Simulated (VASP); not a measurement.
HfO2, 3 atoms in the cell. It takes space group Fm-3m (No. 225, cubic). Conventional cell: a = 4.975 Å, b = 4.975 Å, c = 4.975 Å, α = 90.00°, β = 90.00°, γ = 90.00°. Hf (site symmetry m-3m) has 8 O at 2.15 Å as nearest neighbours. Around O (site symmetry -43m) lie 4 Hf at 2.15 Å. Measurements of this composition are mostly on another form, of space group No. 14. The cell isn't the ideal one: volume scaled by 0.92.

```yaml
Program: VASP 6.6.1
Task: relaxation of cell and atoms
Functional: PBEsol
Dispersion: D3(BJ)
Potentials_or_basis: VASP PAW PBE potentials, release 64 (Hf_sv_GW, O_GW)
Cutoff: 680 eV
k_mesh: 9 × 9 × 9
Occupations: fermi-dirac, width 0.02 eV
Spin: no spin polarisation
Hubbard_terms: Hf d U = 6.2 eV
Optimiser: BFGS
Further_INCAR_settings: ALGO = Normal; EDIFF = 1.00e-06
```

Potentials or basis: VASP PAW PBE potentials, release 64 (Hf_sv_GW, O_GW).

The run is started by

```console
$ python run.py
```

Hardware: 1 thread of AMD EPYC 9R45 (Zen 5), on a shared host.

**Question.** How long does it take, and how much memory?

**Answer.** Wall time 76 s on 1 thread of AMD EPYC 9R45 (Zen 5), with other jobs on the host, peak memory 0.17 GiB. Counts: scf iterations 14, k points 35, ion steps 4.
